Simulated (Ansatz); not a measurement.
# SnO2 monolayer (1T) under biaxial strain in the plane of the sheet, part 2 of 2

Aim: how do the optical modes of SnO2 monolayer (1T) shift and split under this strain?

Ansatz 0.2.0; DFT PBE, scalar-relativistic, plane waves, PAW; PAW set soft_1.

So far. Step 4 (Tight relaxation): The largest force component left is 0.42 meV/Å, within the tolerances set.

**5. Modes at rest**

Phonons follow from the second derivative of the energy, found here by linear response.

The modes at rest are the reference of the series.

The input, input.yaml:

```yaml
crystal:
  lattice:
    - [3.2272770113, 0.0, 0.0]
    - [-1.6136385057, 2.7949038768, 0.0]
    - [0.0, 0.0, 28.308]
  atoms:
    - { symbol: Sn, position: [0.0, 0.0, 0.3532570298] }
    - { symbol: O, position: [0.3333333333, 0.6666666667, 0.3889838098] }
    - { symbol: O, position: [0.6666666667, 0.3333333333, 0.3175302498] }
  periodic: [true, true, false]
kpoints:
  mp_grid: { grid: [9, 9, 1] }
hamiltonian:
  xc: pbe
  pseudopotentials: { kind: paw, azcp: { folder: soft_1 } }
scf:
  occupations: { method: fixed }
output:
  eigenvalues: true
phonons:
  method: dfpt
```

On the command line:

```bash
$ ansatz run input.yaml --threads 4 --pin off --max-ram 16384MiB --backend cpu --events-out ev --progress --plain --runs-dir out
```

Numbers of over 12 decimals in the logs are rounded to 6 here.

The log of the run:

```text
Warning: crystal.symmetry: narrowed to the stabiliser of the run's FFT grids — unitary ops 12 → 6. A phonons.method: dfpt run fills in the rows of the dynamical matrix that it does not solve by its symmetry operations, which is exact only for operations that map its FFT grids onto themselves: filled in by any other, the frequencies could depend on the order in which like atoms are typed, or, by more than the grids' own error, on where the crystal sits among the grids' points. Excluded: 6 operations. The run can therefore solve more perturbations, solve them on more k-points, or both, and cost more. [rest of the remark cut]
[...]
Crystal: 3 atoms, lattice volume = 255.336 Å³
Basis set: ecut = 420 eV, 5075 PW (Γ), exchange–correlation on 48×48×384 points (8 copies of the dense FFT grid, shifted against one another)
Bands: 17, of which v1, the nominal top of the filled ones, is band 13 counted from 1 (12 counted from 0)
Symmetry: 12 space group operations
k-points: 25 of 81 (irreducible under 2 space group operations, time reversal used)
[...]
SCF iter   1: F=—  HF=-7161.561638 eV  |F-HF|=—  |Δ(HF+E_count)|=         —  Δρ=6.25e-2  dr2=1.06e1  ethr=3.10e-3  ⟨swp⟩=7.3  Hψ=2584  notcnv=0  defer=43
[...]
SCF iter  10: F=-7158.614062 eV  HF=-7158.614062 eV  |F-HF|=1.36e-11  |Δ(HF+E_count)|=  1.59e-10  Δρ=5.89e-8  dr2=3.14e-12  ethr=1.00e-12  ⟨swp⟩=25.1  Hψ=5154  notcnv=0
SCF 1 converged in 10 iterations: F = -7158.614062 eV  dr2 = 3.14e-12
[...]
DFPT response loops at Γ: preconditioner auto → none (the input reference at scf.mixing.eps_inf says where Resta's filter doesn't serve); β = 0.50; Broyden in place of MSR1
SCF converged after 10 iterations
Free energy (F): -7158.614062 eV
[...]
Internal energy: -7158.614062 eV  (E = F + TS)
E sigma→0 (E₀):  -7158.614062 eV
Fermi energy:    -8.325157 eV
[...]
--- Band table (eV; the first three rows and the last of 25) ---
  k-point 0: bands = [... 9 lower, -9.4739, -9.0372, -9.0372, -8.8768, -5.7053, -2.5570, -0.2211, -0.2086]
  k-point 1: bands = [... 9 lower, -9.7819, -9.3346, -8.9013, -8.6206, -5.1253, -2.1376, -0.0420, 0.0377]
  k-point 2: bands = [... 9 lower, -10.3243, -9.5471, -8.7747, -8.4941, -4.0110, -1.3569, 0.3685, 0.7739]
  k-point 24: bands = [... 9 lower, -11.1763, -9.9291, -8.8510, -8.3252, -2.6569, 0.2801, 0.6943, 2.4808]
--- Phonons (Γ-DFPT): 6 representative perturbations + reference, on 25 of 81 k-points (Σ response iterations 26) ---
  ASR residual: 2.334e-4 → 0.000e0 eV/Å²; symmetrization residual: 4.130e-5 eV/Å²
  The last average, over the group as it would stand without the narrowing to the FFT grids, took up to 9.927e-7 eV/Å² of the zone centre's force constants
  ASR residual per site (eV/Å²): 2.33e-4 3.91e-5 3.81e-5
  Γ frequencies (cm⁻¹): 0.00 0.00 0.00 381.13 381.13 429.94 429.94 474.14 524.32
  non-analytic LO–TO correction: not included (Born effective charges unavailable; polar crystals: no LO–TO splitting at Γ)
```

Run time: 18 s. Hardware: 4 threads of Arm Neoverse V2, shared host; peak memory 0.8 GiB; 66 s of CPU time.

Reading the cycles: dr2 is the Hartree energy of the density residual (eV), the measure of convergence; HF is the Harris–Foulkes estimate of the energy, which meets the free energy F at convergence.

This step gave:

* sum-rule residual before enforcement: 2.33e-4 eV/Å²
* point group: -3m
* highest optical mode at the zone centre (no LO-TO term): 524.3 cm⁻¹
* lowest optical zone-centre mode: 381.1 cm⁻¹

Without the LO-TO term. Patterns of degenerate modes are one choice out of their space. The modes at Γ (shares of kinetic energy by element, %):

```
mode  frequency (cm⁻¹)  symmetry  Sn %  O %
   1               0.0  acoustic    79   21
   2               0.0  acoustic    79   21
   3               0.0  acoustic    79   21
   4             381.1        Eu    21   79
   5             381.1        Eu    21   79
   6             429.9        Eg     0  100
   7             429.9        Eg     0  100
   8             474.1       A1g     0  100
   9             524.3       A2u    21   79
```

Displacements in mode 5 (381.1 cm⁻¹), the largest set to 1:
```
Sn1 -0.27  0.00  0.00
O2   1.00  0.00  0.00
O3   1.00  0.00  0.00
```

Displacements in mode 7 (429.9 cm⁻¹), the largest set to 1:
```
Sn1  0.00  0.00  0.00
O2   1.00  0.00  0.00
O3  -1.00  0.00  0.00
```

Before it was imposed, the acoustic sum rule was missed by 2.3e-4 eV/Å². Small misses are needed for a sound result but don't prove that mesh and cutoff are converged. The lowest optical mode is real, 381 cm⁻¹.

**6. A member of the series: biaxial strain of +5 % in the plane of the sheet**

The cell takes a biaxial strain of +5 % in the plane of the sheet. The cell is held, and the atoms relax in it.

input.yaml, the sections that differ from step 5:

```yaml
crystal:
  lattice:
    - [3.3886408618, 0.0, 0.0]
    - [-1.6943204309, 2.9346490706, 0.0]
    - [0.0, 0.0, 28.308]
  atoms:
    - { symbol: Sn, position: [0.0, 0.0, 0.3532570298] }
    - { symbol: O, position: [0.3333333333, 0.6666666667, 0.3869838048] }
    - { symbol: O, position: [0.6666666667, 0.3333333333, 0.3195302548] }
  periodic: [true, true, false]
output:
  forces: true
  stress: true
  eigenvalues: true
relax:
  adjacent_minimum: "off"
  f_tol: 0.001
  max_steps: 60
# kpoints, hamiltonian, scf: as in step 5
# phonons: removed
```

The log of the run:

```text
[...]
--- Relaxed structure (4 steps of the walk, 4 accepted, 0 SCFs on fresh bases) ---
  F+E_penalty+E_count = -7158.40768989 eV   max|allowed force component| = 3.919e-4 eV/Å
  cell:  # Å, volume = 281.5081 Å³
    - [3.388641, 0.0, 0.0]
    - [-1.694320, 2.934649, 0.0]
    - [0.0, 0.0, 28.308]
  atoms:
    - { symbol: Sn, position: [0, 0, 0.3532570298] }
    - { symbol: O, position: [0.333333, 0.666667, 0.386498] }
    - { symbol: O, position: [0.666667, 0.333333, 0.320016] }
[key lines of the parts left out:]
SCF converged after 4 iterations
Free energy (F): -7158.407690 eV
Fermi energy:    -7.861172 eV
P = ½ c Tr σ = -6.5894 N/m
```

Run time: 3.8 s. Hardware: 4 threads; peak memory 0.51 GiB.

The steps of the relaxation:

```
step  energy less that of the first step (eV)  largest force component (eV/Å)
   1                                   0.0000                          0.1474
   2                                  -0.0019                          0.0327
   3                                  -0.0020                          0.0005
   4                                  -0.0020                          0.0004
```

Forces are held to the 12 operations that the run works with; a distortion that breaks them can't arise in this run.

The atoms that moved most (Å):

```
atom     dx     dy      dz  length
  O2  0.000  0.000  -0.014   0.014
  O3  0.000  0.000   0.014   0.014
```

Final coordinates:

```xyz
3
Lattice="3.3886 0.0000 0.0000 -1.6943 2.9346 0.0000 0.0000 0.0000 28.3080" Properties=species:S:1:pos:R:3
Sn    0.0000    0.0000   10.0000
O     0.0000    1.9564   10.9410
O     1.6943    0.9782    9.0590
```

This step gave:

- gap on the k-mesh: 1.747 eV
- area per atom: 3.315 Å²

The largest force component left is 0.39 meV/Å.

**7. Zone-centre modes of the member: biaxial strain of +5 % in the plane of the sheet**

The zone-centre modes follow for biaxial strain of +5 % in the plane of the sheet.

input.yaml, the sections that differ from step 6:

```yaml
crystal:
  lattice:
    - [3.3886408618, 0.0, 0.0]
    - [-1.6943204309, 2.9346490706, 0.0]
    - [0.0, 0.0, 28.308]
  atoms:
    - { symbol: Sn, position: [0.0, 0.0, 0.3532570298] }
    - { symbol: O, position: [0.3333333333, 0.6666666667, 0.3864980569] }
    - { symbol: O, position: [0.6666666667, 0.3333333333, 0.3200160027] }
  periodic: [true, true, false]
output:
  eigenvalues: true
phonons:
  method: dfpt
# kpoints, hamiltonian, scf: as in step 6
# relax: removed
```

The log of the run:

```text
[...]
Crystal: 3 atoms, lattice volume = 281.508 Å³
Basis set: ecut = 420 eV, 5531 PW (Γ), exchange–correlation on 48×48×384 points (8 copies of the dense FFT grid, shifted against one another)
Bands: 17, of which v1, the nominal top of the filled ones, is band 13 counted from 1 (12 counted from 0)
Symmetry: 12 space group operations
k-points: 25 of 81 (irreducible under 2 space group operations, time reversal used)
[...]
SCF iter   1: F=—  HF=-7161.501967 eV  |F-HF|=—  |Δ(HF+E_count)|=         —  Δρ=6.01e-2  dr2=1.13e1  ethr=3.10e-3  ⟨swp⟩=7.3  Hψ=2486  notcnv=0  defer=48
[...]
SCF iter  11: F=-7158.407690 eV  HF=-7158.407690 eV  |F-HF|=6.37e-12  |Δ(HF+E_count)|=  4.00e-11  Δρ=3.07e-8  dr2=1.50e-12  ethr=1.00e-12  ⟨swp⟩=21.9  Hψ=4583  notcnv=0
SCF 1 converged in 11 iterations: F = -7158.407690 eV  dr2 = 1.50e-12
[...]
SCF converged after 11 iterations
Free energy (F): -7158.407690 eV
[...]
Internal energy: -7158.407690 eV  (E = F + TS)
E sigma→0 (E₀):  -7158.407690 eV
Fermi energy:    -7.861167 eV
[...]
--- Band table (eV; the first three rows and the last of 25) ---
  k-point 0: bands = [... 9 lower, -9.1722, -8.9080, -8.9080, -8.4542, -6.1139, -2.6435, -0.2606, -0.1795]
  k-point 1: bands = [... 9 lower, -9.5610, -8.9841, -8.6643, -8.1744, -5.5554, -2.3622, -0.1224, 0.0444]
  k-point 2: bands = [... 9 lower, -10.1117, -8.9928, -8.4644, -7.9924, -4.4850, -1.7847, 0.1538, 0.7033]
  k-point 24: bands = [... 9 lower, -10.6180, -9.3948, -8.2916, -7.8612, -3.1779, -0.4619, 0.6725, 2.3435]
[...]
ASR residual: 9.002e-5 → 0.000e0 eV/Å²; symmetrization residual: 1.299e-5 eV/Å²
[...]
ASR residual per site (eV/Å²): 9.00e-5 1.77e-5 2.85e-5
  Γ frequencies (cm⁻¹): 0.00 0.00 0.00 319.98 319.98 416.61 416.61 428.74 458.01
[...]
```

Elapsed: 20 s, on 4 threads; peak memory 0.84 GiB; 72 s of CPU time.

Numbers from this step:

```
sum-rule residual before enforcement                    : 9.00e-5 eV/Å²
highest optical mode at the zone centre (no LO-TO term) : 458.0 cm⁻¹
lowest optical zone-centre mode                         : 320.0 cm⁻¹
```

Without the LO-TO term. Patterns of degenerate modes are one choice out of their space. The modes at Γ (shares of kinetic energy by element, %):

```
mode  frequency (cm⁻¹)  symmetry  Sn %  O %
   1               0.0  acoustic    79   21
   2               0.0  acoustic    79   21
   3               0.0  acoustic    79   21
   4             320.0        Eu    21   79
   5             320.0        Eu    21   79
   6             416.6        Eg     0  100
   7             416.6        Eg     0  100
   8             428.7       A1g     0  100
   9             458.0       A2u    21   79
```

The lowest optical mode is real, 320 cm⁻¹, and the highest lies at 458.0 cm⁻¹.

For the highest optical mode at the zone centre (no LO-TO term), step 5 gave 524 cm⁻¹; this run, with strain 5 %, gives 458 cm⁻¹ (-13 %).

**8. A member of the series: biaxial strain of -3 % in the plane of the sheet**

The cell takes a biaxial strain of -3 % in the plane of the sheet. The cell is held, and the atoms relax in it.

input.yaml, the sections that differ from step 7:

```yaml
crystal:
  lattice:
    - [3.1304587009, 0.0, 0.0]
    - [-1.5652293505, 2.7110567605, 0.0]
    - [0.0, 0.0, 28.308]
  atoms:
    - { symbol: Sn, position: [0.0, 0.0, 0.3532570298] }
    - { symbol: O, position: [0.3333333333, 0.6666666667, 0.3900252096] }
    - { symbol: O, position: [0.6666666667, 0.3333333333, 0.31648885] }
  periodic: [true, true, false]
output:
  forces: true
  stress: true
  eigenvalues: true
relax:
  adjacent_minimum: "off"
  f_tol: 0.001
  max_steps: 60
# kpoints, hamiltonian, scf: as in step 7
# phonons: removed
```

The log of the run:

```text
[...]
Crystal: 3 atoms, lattice volume = 240.246 Å³
Basis set: ecut = 420 eV, 4655 PW (Γ), exchange–correlation on 48×48×384 points (8 copies of the dense FFT grid, shifted against one another)
Bands: 17, of which v1, the nominal top of the filled ones, is band 13 counted from 1 (12 counted from 0)
Symmetry: 12 space group operations
[...]
--- Relaxed structure (4 steps of the walk, 4 accepted, 0 SCFs on fresh bases) ---
  F+E_penalty+E_count = -7158.52573132 eV   max|allowed force component| = 5.042e-6 eV/Å
  cell:  # Å, volume = 240.2458 Å³
    - [3.130459, 2.886748758033544e-11, 0.0]
    - [-1.565229, 2.711057, 0.0]
    - [0.0, 0.0, 28.308]
  atoms:
    - { symbol: Sn, position: [0, 0, 0.3532570298] }
    - { symbol: O, position: [0.333333, 0.666667, 0.390556] }
    - { symbol: O, position: [0.666667, 0.333333, 0.315958] }
[key lines of the parts left out:]
SCF converged after 4 iterations
Free energy (F): -7158.525731 eV
Fermi energy:    -8.621578 eV
P = ½ c Tr σ = 5.5667 N/m
```

Elapsed: 3.9 s, on 4 threads; peak memory 0.47 GiB; 14 s of CPU time.

The steps of the relaxation:

```
step  energy less that of the first step (eV)  largest force component (eV/Å)
   1                                   0.0000                          0.2242
   2                                  -0.0034                          0.0013
   3                                  -0.0034                          0.0011
   4                                  -0.0034                          0.0000
```

Forces are held to the 12 operations that the run works with; a distortion that breaks them can't arise in this run.

The atoms that moved most (Å):

```
atom     dx     dy      dz  length
  O3  0.000  0.000  -0.015   0.015
  O2  0.000  0.000   0.015   0.015
```

The relaxed structure:

```
Sn O
1.0
     3.13046    0.00000    0.00000
    -1.56523    2.71106    0.00000
     0.00000    0.00000   28.30800
Sn O
1 2
Cartesian
  0.0000 0.0000 10.0000
  0.0000 1.8074 11.0559
  1.5652 0.9037 8.9441
```

Numbers from this step:

```
gap on the k-mesh : 3.134 eV
area per atom     : 2.829 Å²
```

The largest force component left is 0.0050 meV/Å.

**9. Zone-centre modes of the member: biaxial strain of -3 % in the plane of the sheet**

The zone-centre modes follow for biaxial strain of -3 % in the plane of the sheet.

input.yaml, the sections that differ from step 8:

```yaml
crystal:
  lattice:
    - [3.1304587009, 0.0, 0.0]
    - [-1.5652293505, 2.7110567605, 0.0]
    - [0.0, 0.0, 28.308]
  atoms:
    - { symbol: Sn, position: [0.0, 0.0, 0.3532570298] }
    - { symbol: O, position: [0.3333333333, 0.6666666667, 0.3905563124] }
    - { symbol: O, position: [0.6666666667, 0.3333333333, 0.3159577472] }
  periodic: [true, true, false]
output:
  eigenvalues: true
phonons:
  method: dfpt
# kpoints, hamiltonian, scf: as in step 8
# relax: removed
```

The log of the run:

```text
[...]
Crystal: 3 atoms, lattice volume = 240.246 Å³
Basis set: ecut = 420 eV, 4655 PW (Γ), exchange–correlation on 48×48×384 points (8 copies of the dense FFT grid, shifted against one another)
Bands: 17, of which v1, the nominal top of the filled ones, is band 13 counted from 1 (12 counted from 0)
Symmetry: 12 space group operations
[...]
k-point 2: bands = [... 9 lower, -10.4138, -9.8735, -8.9350, -8.8398, -3.7613, -1.0476, 0.5057, 0.8198]
  k-point 24: bands = [... 9 lower, -11.5057, -10.2336, -9.1988, -8.6216, -2.3847, 0.5964, 0.7716, 2.5713]
[...]
ASR residual: 1.708e-4 → 0.000e0 eV/Å²; symmetrization residual: 2.389e-5 eV/Å²
[...]
ASR residual per site (eV/Å²): 1.71e-4 3.28e-5 3.38e-5
  Γ frequencies (cm⁻¹): 0.00 0.00 0.00 411.49 411.49 436.87 436.87 500.79 564.26
[...]
[key lines of the parts left out:]
SCF converged after 10 iterations
Free energy (F): -7158.525731 eV
Fermi energy:    -8.621574 eV
```

Elapsed: 18 s, on 4 threads; peak memory 0.78 GiB.

Numbers from this step:

```yaml
sum_rule_residual_before_enforcement: 1.71e-4 eV/Å²
highest_optical_mode_at_the_zone_centre_no_lo_to_term: 564.3 cm⁻¹
lowest_optical_zone_centre_mode: 411.5 cm⁻¹
```

Without the LO-TO term. Patterns of degenerate modes are one choice out of their space. The modes at Γ (shares of kinetic energy by element, %):

```
mode  frequency (cm⁻¹)  symmetry  Sn %  O %
   1               0.0  acoustic    79   21
   2               0.0  acoustic    79   21
   3               0.0  acoustic    79   21
   4             411.5        Eu    21   79
   5             411.5        Eu    21   79
   6             436.9        Eg     0  100
   7             436.9        Eg     0  100
   8             500.8       A1g     0  100
   9             564.3       A2u    21   79
```

The lowest optical mode is real, 411 cm⁻¹, and the highest lies at 564.3 cm⁻¹.

For the highest optical mode at the zone centre (no LO-TO term), step 5 gave 524 cm⁻¹; this run, with strain -3 %, gives 564 cm⁻¹ (+8 %).

**10. All members side by side**

The members are set side by side, also those not shown above.

Energies are extrapolated to zero smearing, and E0 is that at rest; the cell is clamped and the atoms are relaxed. State of the crystal along the series:

```
strain (%)  E - E0 (meV/atom)  gap on mesh (eV)
        -3              29.44             3.134
        -2               12.8             2.966
        -1              3.144             2.795
         0                  0              2.62
         1               3.02             2.444
         2              11.77             2.267
         3               25.9             2.091
         4              45.02             1.918
         5              68.79             1.747
```

Optical modes are counted from below at rest and tracked from member to member by their patterns, and modes that stay within 0.3 cm⁻¹ of each other stand once; labels, where given, are those at rest; the cell is clamped and the atoms are relaxed. Optical modes along the series:

```
strain (%)  optical mode 1 Eu (cm⁻¹)  optical mode 2 Eg (cm⁻¹)  optical mode 3 A1g (cm⁻¹)  optical mode 4 A2u (cm⁻¹)
        -3                     411.5                     436.9                      500.8                      564.3
        -2                       402                     434.7                        492                        551
        -1                     391.8                     432.4                      483.1                      537.6
         0                     381.1                     429.9                      474.1                      524.3
         1                     369.9                     427.4                      465.1                        511
         2                     358.1                     424.8                      456.1                      497.7
         3                     345.9                     422.1                        447                      484.4
         4                     333.1                     419.4                      437.9                      471.2
         5                       320                     416.6                      428.7                        458
```

Value and slope at zero strain of a cubic (a lower polynomial where under five rows exist) through the rows within 2 % of rest. Slopes at rest:

```
              mode  frequency (cm⁻¹)  shift per percent of strain (cm⁻¹)
 optical mode 1 Eu             381.1                              -10.99
 optical mode 2 Eg             429.9                               -2.49
optical mode 3 A1g             474.1                               -8.99
optical mode 4 A2u             524.3                              -13.32
```

**11. Results**

| Property | Result |
| --- | --- |
| members | 9 |
| highest optical mode at the zone centre (no LO-TO term), at rest | 524.3 cm⁻¹ |
| optical mode 1 Eu, shift per percent | -10.99 cm⁻¹ |
| optical mode 2 Eg, shift per percent | -2.49 cm⁻¹ |
| optical mode 3 A1g, shift per percent | -8.99 cm⁻¹ |
| optical mode 4 A2u, shift per percent | -13.32 cm⁻¹ |

**Reading.** The fastest shift in the table of slopes is -13.3 cm⁻¹ for each percent (optical mode 4 A2u). These are harmonic frequencies at zero temperature: anharmonic shifts, linewidths and thermal expansion are left out. Spin-orbit coupling is left out, which can matter for the heavy elements here. The starting cell was built on a prototype and not taken from a measurement. Only the zone centre was solved, so an instability at another wavevector cannot show here. In a sheet the LO-TO splitting vanishes at the zone centre, so no such term is missing here.

[Logs are printed without paths, hosts, clocks, repeated set-up lines and the standing remarks that a program may print on its own settings, such as how far it seeks lower states.]

[Hosts, paths, dates, database ids (printed as entryN), source tags and the programs' standing remarks are cut or masked in the printed files.]
